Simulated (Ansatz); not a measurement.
# Cr2O3, space group R-3: a projected density of states

Program: Ansatz 0.2.0, Python API.

Script `cr2o3_pdos.py`:
```python
"""Which atoms and shells make the states of Cr2O3."""

import logging
import sys

import ansatz as az
import numpy as np

logging.basicConfig(stream=sys.stdout, format="%(levelname)s:%(name)s:%(message)s")
logger = logging.getLogger("ansatz_job")
logger.setLevel(logging.INFO)

vectors = np.array([
    [2.528713, 1.459953, 4.693421],
    [-2.528713, 1.459953, 4.693421],
    [0.0, -2.919906, 4.693421],
])
structure = (
    az.Lattice.of(vectors)
    .atom("Cr", [0.0, 0.0, 0.0])
    .atom("Cr", [0.312513, 0.312513, 0.312513])
    .atom("Cr", [0.5, 0.5, 0.5])
    .atom("Cr", [0.687487, 0.687487, 0.687487])
    .atom("O", [0.285045, 0.886329, 0.609595])
    .atom("O", [0.390405, 0.714955, 0.113671])
    .atom("O", [0.113671, 0.390405, 0.714955])
    .atom("O", [0.886329, 0.609595, 0.285045])
    .atom("O", [0.609595, 0.285045, 0.886329])
    .atom("O", [0.714955, 0.113671, 0.390405])
    .moments(Cr=3)
)

calc = structure.calculation()
calc = calc.spin("collinear").functional("lda")
calc = calc.kpoints(6, 6, 6)
calc = calc.basis(470)
calc = calc.occupations("methfessel_paxton")
calc = calc.scf(extra_bands=26)
calc = calc.density_of_states(projected=True, method="smearing", broadening_width=0.15, energy_step=0.1)
result = calc.run(threads=1, backend="cpu")
report = result.report

dos = result.density_of_states()
energy = np.asarray(dos.energies_ev) - dos.fermi_ev
curves = {}
for site in result.projected_density_of_states().sites:
    for shell in site.shells:
        weight = sum(np.sum(curve.g_bin_mean_per_ev, axis=0) for curve in shell.curves)
        name = f"{site.species} {shell.label}"
        curves[name] = curves.get(name, 0) + weight

logger.info("E-EF   " + " ".join(f"{name:>8s}" for name in curves))
for e in np.arange(-10, 6 + 0.1, 0.5):
    logger.info(f"{e:5.1f}  " + " ".join(f"{np.interp(e, energy, g):8.3f}" for g in curves.values()))
```

```console
$ python cr2o3_pdos.py
RunWarning: an SCF from antiferromagnetic starting moments (-3.00, 3.00, -3.00, 3.00, 0.00, 0.00, 0.00, 0.00, 0.00, 0.00 Bohr magnetons, atom by atom) was not made, by what the run has read of turns [...]
INFO:ansatz_job:E-EF      Cr 3S    Cr 4S    Cr 3P    Cr 3D     O 2S     O 2P
INFO:ansatz_job:-10.0     0.000    0.000    0.000    0.000    0.000    0.000
INFO:ansatz_job: -9.5     0.000    0.000    0.000    0.000    0.000    0.000
INFO:ansatz_job: -9.0     0.000    0.000    0.000    0.000    0.000    0.000
INFO:ansatz_job: -8.5     0.000    0.000    0.000    0.003    0.000    0.006
INFO:ansatz_job: -8.0     0.006    0.129    0.010    0.665    0.022    1.756
INFO:ansatz_job: -7.5     0.010    0.226    0.027    1.226    0.050    3.818
INFO:ansatz_job: -7.0     0.008    0.208    0.053    1.659    0.089    5.552
INFO:ansatz_job: -6.5     0.005    0.127    0.063    1.762    0.086    6.163
INFO:ansatz_job: -6.0     0.002    0.069    0.035    1.975    0.060    5.357
INFO:ansatz_job: -5.5     0.002    0.077    0.036    2.309    0.074    6.942
INFO:ansatz_job: -5.0     0.002    0.097    0.031    1.960    0.101    7.276
INFO:ansatz_job: -4.5     0.002    0.107    0.041    1.272    0.089    7.844
INFO:ansatz_job: -4.0     0.001    0.052    0.037    0.759    0.038    6.527
INFO:ansatz_job: -3.5     0.000    0.017    0.019    0.373    0.026    4.592
INFO:ansatz_job: -3.0     0.000    0.000    0.001    0.008    0.001    0.284
INFO:ansatz_job: -2.5     0.000    0.000    0.000    0.009    0.000    0.001
INFO:ansatz_job: -2.0     0.000    0.017    0.001    1.716    0.011    0.288
INFO:ansatz_job: -1.5     0.000    0.070    0.002    7.054    0.033    0.766
INFO:ansatz_job: -1.0     0.000    0.045    0.002    5.186    0.043    0.719
INFO:ansatz_job: -0.5     0.001    0.110    0.003    6.309    0.042    1.511
INFO:ansatz_job:  0.0     0.000    0.026    0.000    0.820    0.003    0.171
INFO:ansatz_job:  0.5     0.000    0.020    0.002    2.374    0.113    0.348
INFO:ansatz_job:  1.0     0.001    0.059    0.005    7.152    0.288    0.984
INFO:ansatz_job:  1.5     0.001    0.060    0.007    8.970    0.342    1.960
INFO:ansatz_job:  2.0     0.001    0.060    0.004   10.091    0.129    2.075
INFO:ansatz_job:  2.5     0.001    0.062    0.002    3.838    0.142    1.093
INFO:ansatz_job:  3.0     0.001    0.034    0.004    3.561    0.301    0.801
INFO:ansatz_job:  3.5     0.000    0.020    0.003    4.246    0.156    1.512
INFO:ansatz_job:  4.0     0.000    0.045    0.001    1.526    0.061    0.634
INFO:ansatz_job:  4.5     0.000    0.038    0.000    0.149    0.022    0.073
INFO:ansatz_job:  5.0     0.001    0.201    0.001    0.007    0.095    0.035
INFO:ansatz_job:  5.5     0.001    0.278    0.002    0.012    0.102    0.054
INFO:ansatz_job:  6.0     0.001    0.431    0.003    0.017    0.120    0.095
```
(Warnings from the package without file and line, shortened.)

Other magnetic orders than the one started from may lie lower. Cold and Methfessel-Paxton smearing aren't meant for a gap as narrow as their width. The crystal has a gap of about 0.10 eV on the mesh; any density of states at or just above the Fermi level is the tail of the broadening. Without a Hubbard U or exact exchange, semilocal functionals often make such 3d compounds metallic or too weakly gapped. This cell is a computed structure, which may not be the phase found in nature. Curves are summed over the cell's atoms. Only shells that the potentials hold have channels, so projections don't add up to the total, least of all where a shell is missing (p of most metals); heights and places of peaks move with the mesh. The density of states is complete only as far up as bands were computed. Wall time of the script: 87 s on 1 thread of Arm Neoverse V2 (shared host), peak memory 0.81 GiB.

(Lines on the test bed's own set-up are left out of the output.)
